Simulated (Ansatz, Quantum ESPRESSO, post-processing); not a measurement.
# 2H-WS2, layer by layer, part 3 of 8

What does each added layer of 2H-WS2 bring in screening, and what does it do to the gap?

Quantum ESPRESSO 7.5; plane-wave DFT, PBE, GBRV ultrasoft pseudopotentials; geometry by Ansatz 0.2.0 with PAW datasets.

So far. Step 3 (Self-consistent run, 1 layer: no field): The run needed 13 iterations to bring the estimated error under 1e-09 Ry; the largest force on any atom, held or free, is 0.02 eV/Å. Step 6 (Potential by pp.x, 1 layer): The slope in the vacuum is 0.100 eV/Å for an applied 0.10 V/Å, as it should be.

### Step 7. Band structure, 1 layer: no field

A bands run reads the converged density and follows the path given under K_POINTS.

Contents of n1.f0.bands.in:

```
&control
  prefix = 'n1.f0.bands'
  outdir = './out'
  pseudo_dir = './pseudo'
  calculation = 'bands'
  tefield = .true.
  dipfield = .true.
/
&system
  ibrav = 0
  nat = 3
  ntyp = 2
  ecutwfc = 40
  ecutrho = 200
  occupations = 'smearing'
  smearing = 'fd'
  degauss = 0.004
  edir = 3
  emaxpos = 0.97
  eopreg = 0.04
  eamp = 0.0
  nbnd = 17
/
&electrons
  conv_thr = 1e-07
  mixing_beta = 0.4
  electron_maxstep = 120
  mixing_mode = 'local-TF'
/
ATOMIC_SPECIES
  S   32.0600  s_pbe_v1.4.uspp.F.UPF
  W   183.8400  w_pbe_v1.2.uspp.F.UPF
CELL_PARAMETERS angstrom
  3.18709463626029 0.00000000000000 0.00000000000000
  -1.59354731813014 2.76010491926653 0.00000000000000
  0.00000000000000 0.00000000000000 20.47562023240000
ATOMIC_POSITIONS crystal
  S   0.333333333333 0.666666666667 0.423242350828
  W   -0.000000000000 -0.000000000000 0.499999994263
  S   0.333333333333 0.666666666667 0.576757654909
K_POINTS crystal_b
4
  0.0000000000 0.0000000000 0.0000000000 12
  0.5000000000 0.0000000000 0.0000000000 12
  0.3333333333 0.3333333333 0.0000000000 12
  0.0000000000 0.0000000000 0.0000000000 1
```

Command:

```
> cp -r out/n1.f0.save out/n1.f0.bands.save
> cp out/n1.f0.xml out/n1.f0.bands.xml
> OMP_NUM_THREADS=1 mpirun -n 4 pw.x -nk 4 -in n1.f0.bands.in > n1.f0.bands.out
```

What it wrote:

```text
[banner, memory and clock lines left out]
Program PWSCF v.7.5 starts

          URL

     Presently no symmetry can be used with electric field

     Atomic positions and unit cell read from directory:
     ./out/n1.f0.bands.save/

     G-vector sticks info

     bravais-lattice index     =            0
     lattice parameter (alat)  =       6.0227  a.u.
     unit-cell volume          =    1215.4979 (a.u.)^3
     number of atoms/cell      =            3
     number of atomic types    =            2
     number of electrons       =        26.00
     number of Kohn-Sham states=           17
     kinetic-energy cutoff     =      40.0000  Ry
     charge density cutoff     =     200.0000  Ry
     Exchange-correlation= SLA  PW   PBE  PBE
                           (   1   4   3   4   0   0   0)

     celldm(1)=   6.022736  celldm(2)=   0.000000  celldm(3)=   0.000000
     celldm(4)=   0.000000  celldm(5)=   0.000000  celldm(6)=   0.000000

     crystal axes: (cart. coord. in units of alat)
               a(1) = (   1.000000   0.000000   0.000000 )
               a(2) = (  -0.500000   0.866025   0.000000 )
               a(3) = (   0.000000   0.000000   6.424541 )

     reciprocal axes: (cart. coord. in units 2 pi/alat)
               b(1) = (  1.000000  0.577350 -0.000000 )
               b(2) = (  0.000000  1.154701  0.000000 )
               b(3) = (  0.000000 -0.000000  0.155653 )

     PseudoPot. # 1 for S  read from file:
     ./pseudo/s_pbe_v1.4.uspp.F.UPF
     Pseudo is Ultrasoft + core correction, Zval =  6.0
     Generated by new atomic code, or converted to UPF format
     Using radial grid of  907 points,  6 beta functions with:
                l(1) =   0
                l(2) =   0
                l(3) =   1
                l(4) =   1
                l(5) =   2
                l(6) =   2
     Q(r) pseudized with  8 coefficients,  rinner =    1.300   1.300   1.300
                                                       1.300   1.300

     PseudoPot. # 2 for W  read from file:
     ./pseudo/w_pbe_v1.2.uspp.F.UPF
     Pseudo is Ultrasoft + core correction, Zval = 14.0
     Generated by new atomic code, or converted to UPF format
     Using radial grid of  923 points,  8 beta functions with:
                l(1) =   0
                l(2) =   0
                l(3) =   0
                l(4) =   1
                l(5) =   1
                l(6) =   2
                l(7) =   2
                l(8) =   3
     Q(r) pseudized with  6 coefficients,  rinner =    1.350   1.350   1.350
                                                       1.350   1.350   1.350
                                                       1.350

     atomic species   valence    mass     pseudopotential
     S                 6.00    32.06000     S ( 1.00)
     W                14.00   183.84000     W ( 1.00)

     No symmetry found

   Cartesian axes

     site n.     atom                  positions (alat units)
         1        S      tau(   1) = (  -0.0000000   0.5773503   2.7191378  )
         2        W      tau(   2) = (   0.0000000   0.0000000   3.2122705  )
         3        S      tau(   3) = (  -0.0000000   0.5773503   3.7054032  )

     number of k points=    37  Fermi-Dirac smearing, width (Ry)=  0.0040
                       cart. coord. in units 2pi/alat
        k(    1) = (   0.0000000   0.0000000   0.0000000), wk =   0.0540541
        k(    2) = (   0.0416667   0.0240563   0.0000000), wk =   0.0540541
        k(    3) = (   0.0833333   0.0481125   0.0000000), wk =   0.0540541
        k(    4) = (   0.1250000   0.0721688   0.0000000), wk =   0.0540541
        k(    5) = (   0.1666667   0.0962250   0.0000000), wk =   0.0540541
        k(    6) = (   0.2083333   0.1202813   0.0000000), wk =   0.0540541
        k(    7) = (   0.2500000   0.1443376   0.0000000), wk =   0.0540541
        k(    8) = (   0.2916667   0.1683938   0.0000000), wk =   0.0540541
        k(    9) = (   0.3333333   0.1924501   0.0000000), wk =   0.0540541
        k(   10) = (   0.3750000   0.2165064   0.0000000), wk =   0.0540541
        k(   11) = (   0.4166667   0.2405626   0.0000000), wk =   0.0540541
        k(   12) = (   0.4583333   0.2646189   0.0000000), wk =   0.0540541
        k(   13) = (   0.5000000   0.2886751   0.0000000), wk =   0.0540541
        k(   14) = (   0.4861111   0.3127314   0.0000000), wk =   0.0540541
        k(   15) = (   0.4722222   0.3367877   0.0000000), wk =   0.0540541
        k(   16) = (   0.4583333   0.3608439   0.0000000), wk =   0.0540541
        k(   17) = (   0.4444444   0.3849002   0.0000000), wk =   0.0540541
        k(   18) = (   0.4305556   0.4089564   0.0000000), wk =   0.0540541
        k(   19) = (   0.4166667   0.4330127   0.0000000), wk =   0.0540541
        k(   20) = (   0.4027778   0.4570690   0.0000000), wk =   0.0540541
        k(   21) = (   0.3888889   0.4811252   0.0000000), wk =   0.0540541
        k(   22) = (   0.3750000   0.5051815   0.0000000), wk =   0.0540541
        k(   23) = (   0.3611111   0.5292377   0.0000000), wk =   0.0540541
        k(   24) = (   0.3472222   0.5532940   0.0000000), wk =   0.0540541
        k(   25) = (   0.3333333   0.5773503   0.0000000), wk =   0.0540541
        k(   26) = (   0.3055556   0.5292377   0.0000000), wk =   0.0540541
        k(   27) = (   0.2777778   0.4811252   0.0000000), wk =   0.0540541
        k(   28) = (   0.2500000   0.4330127   0.0000000), wk =   0.0540541
        k(   29) = (   0.2222222   0.3849002   0.0000000), wk =   0.0540541
        k(   30) = (   0.1944444   0.3367877   0.0000000), wk =   0.0540541
        k(   31) = (   0.1666667   0.2886751   0.0000000), wk =   0.0540541
        k(   32) = (   0.1388889   0.2405626   0.0000000), wk =   0.0540541
        k(   33) = (   0.1111111   0.1924501   0.0000000), wk =   0.0540541
        k(   34) = (   0.0833333   0.1443376   0.0000000), wk =   0.0540541
        k(   35) = (   0.0555556   0.0962250   0.0000000), wk =   0.0540541
        k(   36) = (   0.0277778   0.0481125   0.0000000), wk =   0.0540541
        k(   37) = (   0.0000000   0.0000000   0.0000000), wk =   0.0540541

     Dense  grid:    58093 G-vectors     FFT dimensions: (  27,  27, 180)

     Smooth grid:    41447 G-vectors     FFT dimensions: (  25,  25, 160)

     The potential is recalculated from file :
     ./out/n1.f0.bands.save/charge-density

     negative rho (up, down):  6.906E-02 0.000E+00

     Adding external electric field

     Computed dipole along edir(3) :
        Dipole                0.0000 Ry au,          0.0000 Debye
        Dipole field          0.0000 Ry au,

        Potential amp.       -0.0000 Ry
        Total length         37.1456 bohr

[...]
-3.5452  -2.9709  -2.3962  -2.2663  -0.7905   2.1038   2.1921   2.2031
     2.2567

          k = 0.0833 0.0481 0.0000 (  5121 PWs)   bands (ev):

   -74.7925 -39.0198 -38.8965 -38.8792 -15.3545 -13.8035  -6.9198  -3.8703
    -3.4624  -3.2378  -2.5274  -2.1505  -0.8361   2.0082   2.0378   2.1827
     2.3477

          k = 0.1250 0.0722 0.0000 (  5163 PWs)   bands (ev):

   -74.7912 -39.0154 -38.9234 -38.8856 -15.2169 -13.7527  -6.7584  -4.1887
    -3.5491  -3.3302  -2.7189  -2.1023  -0.9329   1.7872   2.0037   2.0780
     2.5732

          k = 0.1667 0.0962 0.0000 (  5173 PWs)   bands (ev):

   -74.7896 -39.0092 -38.9578 -38.8936 -15.0318 -13.6846  -6.5525  -4.5585
    -3.8812  -3.1569  -2.9436  -2.1408  -1.0989   1.6178   1.9646   2.0528
     2.8335

          k = 0.2083 0.1203 0.0000 (  5175 PWs)   bands (ev):

   -74.7876 -39.0019 -38.9974 -38.9031 -14.8069 -13.6022  -6.3349  -4.9271
    -4.2241  -3.1784  -2.9551  -2.2477  -1.3302   1.5446   1.8649   2.1951
     3.0964

          k = 0.2500 0.1443 0.0000 (  5169 PWs)   bands (ev):

   -74.7855 -39.0395 -38.9941 -38.9130 -14.5523 -13.5099  -6.1844  -5.2139
    -4.5689  -3.4057  -2.7407  -2.3876  -1.5867   1.5727   1.7988   2.4064
     3.3376

          k = 0.2917 0.1684 0.0000 (  5178 PWs)   bands (ev):

   -74.7834 -39.0815 -38.9863 -38.9231 -14.2813 -13.4129  -6.2408  -5.2952
    -4.9033  -3.6131  -2.5319  -2.5284  -1.8051   1.6818   1.7804   2.6483
     3.5418

          k = 0.3333 0.1925 0.0000 (  5168 PWs)   bands (ev):

   -74.7814 -39.1202 -38.9788 -38.9323 -14.0103 -13.3178  -6.4787  -5.2204
    -5.2111  -3.7920  -2.6502  -2.3462  -1.9247   1.8144   1.8470   2.8810
     3.7025

          k = 0.3750 0.2165 0.0000 (  5200 PWs)   bands (ev):

   -74.7798 -39.1537 -38.9727 -38.9404 -13.7599 -13.2320  -6.7499  -5.4749
    -5.1478  -3.9363  -2.7445  -2.1971  -1.9190   1.8917   2.0466   3.0708
     3.8198

          k = 0.4167 0.2406 0.0000 (  5204 PWs)   bands (ev):

   -74.7785 -39.1792 -38.9680 -38.9463 -13.5539 -13.1634  -6.9809  -5.6778
    -5.1232  -4.0418  -2.8096  -2.0912  -1.8200   1.9880   2.2616   3.1999
     3.8981

          k = 0.4583 0.2646 0.0000 (  5190 PWs)   bands (ev):

   -74.7777 -39.1949 -38.9649 -38.9499 -13.4169 -13.1188  -7.1347  -5.8057
    -5.1274  -4.1061  -2.8474  -2.0290  -1.7062   2.0682   2.4561   3.2694
     3.9426

          k = 0.5000 0.2887 0.0000 (  5216 PWs)   bands (ev):

   -74.7774 -39.2004 -38.9643 -38.9514 -13.3687 -13.1033  -7.1888  -5.8495
    -5.1326  -4.1279  -2.8597  -2.0087  -1.6574   2.0993   2.5444   3.2904
     3.9567

          k = 0.4861 0.3127 0.0000 (  5196 PWs)   bands (ev):

   -74.7773 -39.1997 -38.9639 -38.9527 -13.3642 -13.1009  -7.1770  -5.8580
    -5.1285  -4.1324  -2.8573  -2.1105  -1.5940   2.0954   2.5493   3.3144
     3.9134

          k = 0.4722 0.3368 0.0000 (  5204 PWs)   bands (ev):

   -74.7773 -39.1974 -38.9636 -38.9575 -13.3510 -13.0937  -7.1417  -5.8836
    -5.1166  -4.1441  -2.8517  -2.3264  -1.4895   2.0805   2.5658   3.3843
     3.7956

          k = 0.4583 0.3608 0.0000 (  5208 PWs)   bands (ev):

   -74.7771 -39.1936 -38.9652 -38.9630 -13.3298 -13.0820  -7.0836  -5.9258
    -5.0978  -4.1580  -2.8465  -2.5931  -1.3954   2.0469   2.5981   3.4904
     3.6363

          k = 0.4444 0.3849 0.0000 (  5212 PWs)   bands (ev):

   -74.7769 -39.1885 -38.9755 -38.9623 -13.3014 -13.0666  -7.0037  -5.9831
    -5.0736  -4.1676  -2.8903  -2.8463  -1.3148   1.9869   2.6495   3.4306
     3.6578

          k = 0.4306 0.4090 0.0000 (  5228 PWs)   bands (ev):

   -74.7767 -39.1820 -38.9883 -38.9615 -13.2673 -13.0481  -6.9036  -6.0529
    -5.0463  -4.1680  -3.2054  -2.8552  -1.2417   1.8976   2.7199   3.2470
     3.8291

          k = 0.4167 0.4330 0.0000 (  5232 PWs)   bands (ev):

   -74.7764 -39.1741 -39.0026 -38.9607 -13.2293 -13.0278  -6.7855  -6.1308
    -5.0189  -4.1563  -3.5263  -2.8758  -1.1689   1.7812   2.8060   3.0739
     4.0185

          k = 0.4028 0.4571 0.0000 (  5238 PWs)   bands (ev):

   -74.7762 -39.1651 -39.0185 -38.9597 -13.1894 -13.0067  -6.6523  -6.2117
    -4.9961  -4.1319  -3.8400  -2.9087  -1.0910   1.6435   2.9024   2.9232
     4.2105

          k = 0.3889 0.4811 0.0000 (  5234 PWs)   bands (ev):

   -74.7759 -39.1550 -39.0352 -38.9586 -13.1502 -12.9863  -6.5082  -6.2894
    -4.9857  -4.1302  -4.0968  -2.9523  -1.0056   1.4933   2.8003   3.0033
     4.3906

          k = 0.3750 0.5052 0.0000 (  5244 PWs)   bands (ev):

   -74.7757 -39.1443 -39.0519 -38.9578 -13.1144 -12.9680  -6.3600  -6.3582
    -5.0025  -4.3719  -4.0553  -3.0025  -0.9152   1.3429   2.7075   3.1012
     4.5446

          k = 0.3611 0.5292 0.0000 (  5244 PWs)   bands (ev):

   -74.7755 -39.1333 -39.0676 -38.9570 -13.0850 -12.9534  -6.4126  -6.2197
    -5.0651  -4.5314  -4.0139  -3.0520  -0.8284   1.2085   2.6448   3.1872
     4.6609

          k = 0.3472 0.5533 0.0000 (  5234 PWs)   bands (ev):

   -74.7754 -39.1233 -39.0805 -38.9565 -13.0650 -12.9437  -6.4480  -6.1102
    -5.1547  -4.6018  -3.9817  -3.0903  -0.7616   1.1119   2.6103   3.2493
     4.7315

          k = 0.3333 0.5774 0.0000 (  5220 PWs)   bands (ev):

   -74.7754 -39.1185 -39.0864 -38.9561 -13.0577 -12.9402  -6.4604  -6.0671
    -5.1988  -4.6179  -3.9690  -3.1055  -0.7354   1.0758   2.5999   3.2732
     4.7546

          k = 0.3056 0.5292 0.0000 (  5246 PWs)   bands (ev):

   -74.7756 -39.1306 -39.0694 -38.9573 -13.0922 -12.9555  -6.4063  -6.1921
    -5.0466  -4.5754  -4.0220  -3.0383  -0.8437   1.2167   2.6291   3.1602
     4.6782

          k = 0.2778 0.4811 0.0000 (  5242 PWs)   bands (ev):

   -74.7762 -39.1413 -39.0422 -38.9597 -13.2052 -13.0026  -6.3557  -6.2384
    -4.8626  -4.3938  -4.1415  -2.8663  -1.0866   1.5099   2.6763   2.8551
     4.5090

          k = 0.2500 0.4330 0.0000 (  5224 PWs)   bands (ev):

   -74.7774 -39.1403 -39.0139 -38.9641 -13.3996 -13.0793  -6.4105  -5.9591
    -4.8654  -4.2563  -4.0349  -2.6507  -1.3278   1.6843   2.5330   2.6756
     4.3307

          k = 0.2222 0.3849 0.0000 (  5196 PWs)   bands (ev):

   -74.7790 -39.1264 -38.9865 -38.9701 -13.6622 -13.1792  -6.3366  -5.5825
    -4.9956  -4.3190  -3.6291  -2.4351  -1.4990   1.5664   2.3568   2.5852
     4.1782

          k = 0.1944 0.3368 0.0000 (  5184 PWs)   bands (ev):

   -74.7811 -39.1003 -38.9779 -38.9613 -13.9692 -13.2934  -6.1654  -5.1976
    -5.1357  -4.2986  -3.2569  -2.2471  -1.5912   1.3652   2.2134   2.4211
     4.0143

          k = 0.1667 0.2887 0.0000 (  5176 PWs)   bands (ev):

   -74.7835 -39.0645 -38.9866 -38.9387 -14.2934 -13.4128  -6.0176  -5.3385
    -4.6717  -4.1580  -3.0039  -2.1043  -1.5898   1.2855   2.0462   2.2352
     3.7831

          k = 0.1389 0.2406 0.0000 (  5168 PWs)   bands (ev):

   -74.7860 -39.0225 -38.9956 -38.9191 -14.6094 -13.5290  -6.1333  -5.1642
    -4.2884  -3.8323  -2.9589  -2.0161  -1.4476   1.3509   1.9211   2.0748
     3.4707

          k = 0.1111 0.1925 0.0000 (  5162 PWs)   bands (ev):

   -74.7884 -39.0045 -38.9785 -38.9029 -14.8960 -13.6344  -6.4002  -4.7808
    -3.9788  -3.3782  -3.0842  -1.9854  -1.2113   1.5010   1.9083   1.9737
     3.1060

          k = 0.0833 0.1443 0.0000 (  5174 PWs)   bands (ev):

   -74.7905 -39.0127 -38.9375 -38.8903 -15.1364 -13.7230  -6.6646  -4.3520
    -3.6596  -3.2657  -2.9450  -2.0132  -0.9958   1.6969   1.9518   2.0105
     2.7385

          k = 0.0556 0.0962 0.0000 (  5138 PWs)   bands (ev):

   -74.7922 -39.0187 -38.9037 -38.8811 -15.3174 -13.7898  -6.8756  -3.9592
    -3.4282  -3.3226  -2.6127  -2.1017  -0.8591   1.9419   2.0065   2.1468
     2.4235

          k = 0.0278 0.0481 0.0000 (  5117 PWs)   bands (ev):

   -74.7932 -39.0226 -38.8815 -38.8757 -15.4298 -13.8313  -7.0100  -3.6771
    -3.5360  -3.0068  -2.4138  -2.2444  -0.7950   2.0934   2.1787   2.2111
     2.2476

          k = 0.0000 0.0000 0.0000 (  5129 PWs)   bands (ev):

   -74.7936 -39.0241 -38.8740 -38.8740 -15.4679 -13.8454  -7.0561  -3.5734
    -3.5734  -2.8394  -2.3492  -2.3492  -0.7777   2.1362   2.1362   2.2834
     2.2834

     XML data file, pseudopotentials, collected wavefunctions

                                        0.00s GPU  (     278 calls)
```

It took 9.1 s on 4 MPI ranks of Arm Neoverse V2, shared host; peak memory 0.3 GiB.

This step gave:

| Quantity | Value |
| --- | --- |
| dipole along the normal | 0 e·Å |
| valence top, on the run's zero | -0.7354 eV |
| conduction bottom, on the run's zero | 1.076 eV |

Band numbers count within the set of bands kept for display. Electronic bands along the path, in eV, zero at the highest filled level of the SCF mesh; v1 is the highest filled band, c1 the lowest empty one:

| point | v4 | v3 | v2 | v1 | c1 | c2 | c3 | c4 |
| --- | --- | --- | --- | --- | --- | --- | --- | --- |
| Γ | -2.10 | -1.61 | -1.61 | -0.04 | 2.87 | 2.87 | 3.02 | 3.02 |
| halfway | -2.67 | -2.01 | -1.65 | -0.85 | 2.31 | 2.53 | 3.14 | 4.07 |
| M | -3.39 | -2.12 | -1.27 | -0.92 | 2.83 | 3.28 | 4.03 | 4.69 |
| halfway | -3.42 | -2.79 | -2.14 | -0.43 | 2.52 | 3.54 | 3.81 | 4.75 |
| K | -3.88 | -3.23 | -2.37 | 0.00 | 1.81 | 3.34 | 4.01 | 5.49 |
| halfway | -3.42 | -2.27 | -1.37 | -0.85 | 2.02 | 2.78 | 2.97 | 4.52 |
| Γ | -2.10 | -1.61 | -1.61 | -0.04 | 2.87 | 2.87 | 3.02 | 3.02 |

Along this path the valence top lies at K and the conduction bottom at K. The valence levels at K and Γ lie only 0.04 eV apart, so strain, functional or spin-orbit coupling can change their order; in real monolayers of this family spin-orbit coupling lifts K.

### Step 8. Polarisability from the dipole between 0 and 0.1 V/A, 1 layer

Read from the output:

```
change of slope in the vacuum : 0.10000 eV/Å
polarisability a cell         : 3.565 Å³
sheet polarisability 4πα/A    : 5.092 Å
```

Change of the potential energy, second field less first against z:

z (Å), change of the potential energy, second field less first (eV) and a bar from the least value:
```
      0.0     -0.384 #######
      0.5     -0.719 
      1.0     -0.669 #
      1.5     -0.619 ##
      2.0     -0.569 ###
      2.5     -0.519 ####
      3.0     -0.469 #####
      3.5     -0.419 ######
      4.0     -0.369 ########
      4.5     -0.319 #########
      5.0     -0.269 ##########
      5.5     -0.219 ###########
      6.0     -0.170 ############
      6.5     -0.122 #############
      7.0     -0.077 ##############
      7.5     -0.041 ###############
      8.0     -0.019 ###############
      8.5     -0.010 ###############
      9.0     -0.005 ###############
      9.5     -0.004 ###############
     10.0     -0.002 ###############
     10.5      0.002 ################
     11.0      0.004 ################
     11.5      0.005 ################
     12.0      0.010 ################
     12.5      0.020 ################
     13.0      0.043 ################
     13.5      0.080 #################
     14.0      0.125 ##################
     14.5      0.173 ###################
     15.0      0.222 ####################
     15.5      0.272 #####################
     16.0      0.322 ######################
     16.5      0.372 ########################
     17.0      0.422 #########################
     17.5      0.472 ##########################
     18.0      0.522 ###########################
     18.5      0.572 ############################
     19.0      0.622 #############################
     19.5      0.672 ##############################
     20.0      0.462 #########################
```

(Part 3 of 8 ends here.)

[Logs are printed without paths, hosts, clocks, repeated set-up lines and the standing remarks that a program may print on its own settings, such as how far it seeks lower states.]

[Hosts, paths, dates, database ids (printed as entryN), source tags and the programs' standing remarks are cut or masked in the printed files.]

[Maps of the electrostatic potential energy from Ansatz leave out the sawtooth potential of an applied field or a dipole correction, so their vacuum need not be flat; planar profiles and work functions include it.]
